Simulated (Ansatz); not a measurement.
**Al started on a N site in zincblende AlN, 64 atoms, charge +2**

The calculation used DFT, PBEsol, PAW, plane waves in Ansatz.

Command:

```sh
ansatz run in.yaml --threads 7 --pin off --max-ram 13300MiB --runs-dir r --events-out ev --progress --plain
```

The input less its lattice and atoms:

```yaml
crystal:
  symmetry: { detect: false }
kpoints:
  mp_grid: { grid: [1, 1, 1], shift: [0.25, 0.25, 0.25] }
hamiltonian:
  xc: pbesol
total_charge: 2
scf:
  occupations: { method: fermi_dirac, width: 0.01 }
relax:
  f_tol: 0.03
  max_steps: 80
  escape_saddle: false
  adjacent_minimum: "off"
output:
  forces: true
  eigenvalues: true
  populations: true
  charged_corrections: { epsilon: 8.5 }
```

Start:

```
Al N
1.0
     8.75544    0.00000    0.00000
     0.00000    8.75544    0.00000
     0.00000    0.00000    8.75544
Al N
33 31
Cartesian
  8.7460 8.7323 8.7291
  8.7364 8.7507 4.4002
  8.7409 4.3837 8.7365
  0.0072 4.3624 4.3613
  4.3653 8.7474 0.0270
  4.3777 8.7450 4.3823
  4.3553 4.3824 8.7418
  4.4000 4.3673 4.3539
  5.4961 5.5181 5.5104
  2.2100 2.1784 8.7366
  2.1894 2.1734 4.3542
  2.2308 6.5566 8.7508
  2.2145 6.5584 4.3813
  6.5397 2.1814 0.0320
  6.5795 2.1874 4.3875
  6.5463 6.5650 0.0158
  6.5582 6.5739 4.3704
  2.1972 8.7477 2.1888
  2.2202 0.0091 6.5476
  2.2048 4.3501 2.1880
  2.2006 4.4022 6.5785
  6.5749 8.7466 2.1699
  6.5491 0.0008 6.5847
  6.5473 4.3742 2.2057
  6.5409 4.3966 6.5729
  0.0030 2.1961 2.2058
  8.7265 2.1868 6.5523
  0.0019 6.5567 2.1978
  0.0306 6.5460 6.5154
  4.4068 2.2074 2.1766
  4.4047 2.1732 6.5804
  4.3600 6.5769 2.2038
  4.3430 6.5683 6.5357
  1.0772 1.1172 1.1143
  1.1039 1.0813 5.4835
  1.0896 5.4318 1.1147
  1.0851 5.5000 5.4749
  5.4519 1.0783 1.1233
  5.4749 1.0595 5.4654
  5.4452 5.4575 1.1052
  3.2804 3.3153 1.1109
  3.2735 3.2831 5.4843
  3.2504 7.6760 1.1179
  3.2479 7.6958 5.4678
  7.6660 3.2664 1.0874
  7.6588 3.2436 5.4955
  7.6468 7.6664 1.1219
  7.6708 7.6480 5.4386
  3.2921 1.0852 3.2623
  3.3078 1.1110 7.6656
  3.2774 5.4896 3.2596
  3.3090 5.4849 7.6684
  7.6662 1.0840 3.2742
  7.6900 1.0922 7.6576
  7.6695 5.4993 3.3142
  7.6459 5.4883 7.6237
  1.0886 3.3033 3.2666
  1.1131 3.2791 7.6643
  1.0781 7.6590 3.3006
  1.1178 7.6693 7.6993
  5.4714 3.2899 3.2881
  5.4990 3.2931 7.6786
  5.4357 7.6630 3.2505
  5.4521 7.6506 7.6731
```

Steps:

```tsv
step	energy less the first (eV)	largest force component (eV/Å)
start	0.000	8.630
1	-7.574	4.346
2	-10.962	1.381
3	-11.665	0.593
4	-11.682	0.895
5	-11.790	0.158
6	-11.801	0.098
7	-11.814	0.224
8	-11.861	0.327
9	-11.941	0.461
10	-12.094	0.603
11	-12.337	0.662
12	-12.588	0.530
13	-12.849	0.363
14	-12.931	0.666
15	-13.028	0.368
16	-13.066	0.225
17	-13.079	0.087
18	-13.083	0.042
19	-13.085	0.029
```

A structure on the way, about -10.96 eV from the start:

```
Al N
1.0
     8.75544    0.00000    0.00000
     0.00000    8.75544    0.00000
     0.00000    0.00000    8.75544
Al N
33 31
Cartesian
  0.0061 8.7495 8.7536
  0.0199 0.0199 4.3735
  0.0169 4.3661 0.0153
  0.0217 4.3668 4.3762
  4.3569 0.0185 0.0384
  4.3721 0.0194 4.3724
  4.3716 4.3773 0.0159
  4.1955 4.1693 4.1771
  5.4813 5.4999 5.4998
  2.1859 2.1819 8.7546
  2.1680 2.1605 4.3613
  2.1718 6.5737 0.0273
  2.1767 6.5639 4.3687
  6.5759 2.1600 0.0371
  6.5723 2.1659 4.3779
  6.5564 6.5654 0.0216
  6.7691 6.8000 4.1583
  2.1791 0.0038 2.1870
  2.1676 0.0358 6.5767
  2.1698 4.3552 2.1648
  2.1769 4.3731 6.5649
  6.5867 0.0208 2.1588
  6.5595 0.0105 6.5802
  6.5577 4.3706 2.1756
  6.7758 4.1554 6.7716
  0.0046 2.1849 2.1859
  0.0190 2.1606 6.5794
  0.0276 6.5746 2.1705
  0.0294 6.5640 6.5513
  4.3747 2.1701 2.1627
  4.3825 2.1677 6.5674
  4.3627 6.5647 2.1773
  4.1528 6.8103 6.7624
  1.0905 1.1020 1.0998
  1.0965 1.0934 5.4723
  1.0902 5.4561 1.0991
  1.0973 5.4783 5.4750
  5.4644 1.0879 1.1036
  5.4739 1.0799 5.4721
  5.4638 5.4689 1.1011
  3.2861 3.2921 1.0990
  3.2591 3.2575 5.4846
  3.2680 7.6643 1.1056
  3.2291 7.7142 5.4526
  7.6588 3.2823 1.0945
  7.6977 3.2332 5.4646
  7.6564 7.6563 1.1034
  7.6909 7.6885 5.4813
  3.2845 1.0967 3.2758
  3.2945 1.1016 7.6681
  3.2572 5.4819 3.2568
  3.2696 5.4653 7.6834
  7.6627 1.0906 3.2827
  7.6669 1.0879 7.6645
  7.6801 5.4606 3.2754
  7.6810 5.4931 7.6729
  1.0925 3.2875 3.2831
  1.1011 3.2854 7.6613
  1.0885 7.6593 3.2886
  1.1058 7.6613 7.6730
  5.4899 3.2477 3.2527
  5.4632 3.2524 7.6994
  5.4415 7.6882 3.2434
  5.4731 7.6932 7.7062
```

End:

```xyz
64
Lattice="8.7554 0.0000 0.0000 0.0000 8.7554 0.0000 0.0000 0.0000 8.7554" Properties=species:S:1:pos:R:3 pbc="T T T"
Al    0.0160    0.0029    0.0181
Al    0.0272    0.0389    4.3915
Al    0.0241    4.3482    0.0262
Al    0.0120    4.3354    4.4010
Al    4.3895    0.0387    0.0292
Al    4.3980    0.1183    4.4001
Al    4.3991    4.3355    0.0141
Al    4.2676    4.0592    4.2710
Al    4.4515    6.3185    4.4529
Al    2.1901    2.1743    8.7528
Al    2.1528    2.1384    4.3765
Al    2.1784    6.5543    0.0119
Al    1.9929    6.5484    4.3613
Al    6.5937    2.1864    0.0203
Al    6.5904    2.1716    4.3981
Al    6.6283    6.5624    0.0428
Al    6.8355    6.5804    4.5038
Al    2.1795    8.7529    2.1814
Al    2.2053    8.7421    6.5915
Al    2.1550    4.3455    2.1570
Al    2.2219    4.3621    6.5692
Al    6.5897    8.7426    2.2071
Al    6.6085    0.0088    6.6104
Al    6.5672    4.3621    2.2238
Al    6.6386    4.4217    6.6404
Al    8.7507    2.1742    2.1920
Al    0.0183    2.1864    6.5958
Al    0.0096    6.5543    2.1804
Al    0.0409    6.5624    6.6303
Al    4.3745    2.1389    2.1551
Al    4.3960    2.1713    6.5925
Al    4.3592    6.5483    1.9949
Al    4.5012    6.5803    6.8370
N     1.1037    1.0968    1.1057
N     1.1184    1.0721    5.4974
N     1.0970    5.4636    1.0992
N     1.0802    5.4436    5.5078
N     5.4954    1.0724    1.1206
N     5.5068    1.0900    5.5087
N     5.5059    5.4436    1.0823
N     3.2940    3.2650    1.1034
N     3.2359    3.1712    5.4974
N     3.2720    7.6880    1.0655
N     3.3690    7.5520    5.4349
N     7.6672    3.2839    1.1205
N     7.6464    3.2950    5.4926
N     7.6803    7.6619    1.1344
N     7.7829    7.7304    5.5463
N     3.2812    1.0792    3.2830
N     3.3052    1.0771    7.6639
N     3.2105    5.5332    3.2120
N     3.3102    5.4490    7.6984
N     7.6617    1.0774    3.3072
N     7.6883    1.1060    7.6904
N     7.6960    5.4492    3.3121
N     7.7249    5.4843    7.7269
N     1.1012    3.2648    3.2959
N     1.1184    3.2839    7.6694
N     1.0635    7.6880    3.2738
N     1.1323    7.6617    7.6826
N     5.4948    3.1724    3.2386
N     5.4907    3.2951    7.6483
N     5.4332    7.5516    3.3710
N     5.5442    7.7301    7.7847
```

The run converged.

Time: 87 s of wall time on 7 threads of a Neoverse-V2 processor, on a host shared with other runs; peak host memory 1.2 GiB.

Question: How much energy did the relaxation gain, and which atom moved most?

Answer: 13.09 eV in 19 steps, from a start with small random displacements; atom 9 (Al) moved 1.69 Å, the median atom 0.06 Å (drift of the whole cell removed).

The one k point has no symmetry partners, which can distort the end along one axis.
